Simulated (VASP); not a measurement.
Wanted: the native input for a VASP 6.6.1 run.

| Item | Value |
| --- | --- |
| Task | relaxation of cell and atoms |
| Functional | r2SCAN |
| Potentials or basis | VASP PAW PBE potentials, release 64 (W_sv) |
| Cutoff | 600 eV |
| k mesh | 16 × 16 × 16 |
| Occupations | methfessel-paxton, width 0.1 eV |
| Spin | no spin polarisation |
| Further INCAR settings | ALGO = Normal; EDIFF = 1e-06; IBRION = 2; EDIFFG = -0.01; NSW = 90; ISIF = 3 |

The structure of W lies in POSCAR:

```
W
1.0
   -1.5823450000      1.5823450000      1.5823450000
    1.5823450000     -1.5823450000      1.5823450000
    1.5823450000      1.5823450000     -1.5823450000
W
1
Direct
    0.0000000000      0.0000000000      0.0000000000
```

The input as run:

INCAR

```
  PREC = Accurate
  ENCUT = 600
  EDIFF = 1E-6
  ISMEAR = 1
  SIGMA = 0.1
  LREAL = False
  LASPH = True
  NELM = 80
  ALGO = Normal
  ISIF = 3
  LWAVE = False
  LCHARG = False
  METAGGA = R2SCAN
  LMIXTAU = True
  IBRION = 2
  NSW = 90
  EDIFFG = -0.01
```

KPOINTS

```
regular mesh
0
Gamma
  16 16 16
```

Potentials or basis: VASP PAW PBE potentials, release 64 (W_sv).

Run with:

```sh
$ cat potpaw_PBE.64/W_sv/POTCAR > POTCAR
$ mpirun -np 1 vasp_std > vasp.out
```

It gave:

The relaxed volume is 15.97 Å³/atom. The relaxed cell is a = 2.748 Å, b = 2.748 Å, c = 2.748 Å, α = 109.47°, β = 109.47°, γ = 109.47°. The space group after relaxing (to 0.05 Å) is Im-3m (No. 229), the energy gained by relaxing is 0.9 meV/atom and the ionic steps are 3. The pressure after relaxing is 0.0 GPa and the band gap on the k mesh is none (metal or under the smearing width).

Caveat: the PAW data sets were made with another functional, which shifts forces and pressure a little.

It took 93 s on 1 thread of Intel(R) Xeon(R) 6975P-C (Granite Rapids), with other jobs on the host, peak memory 0.17 GiB.
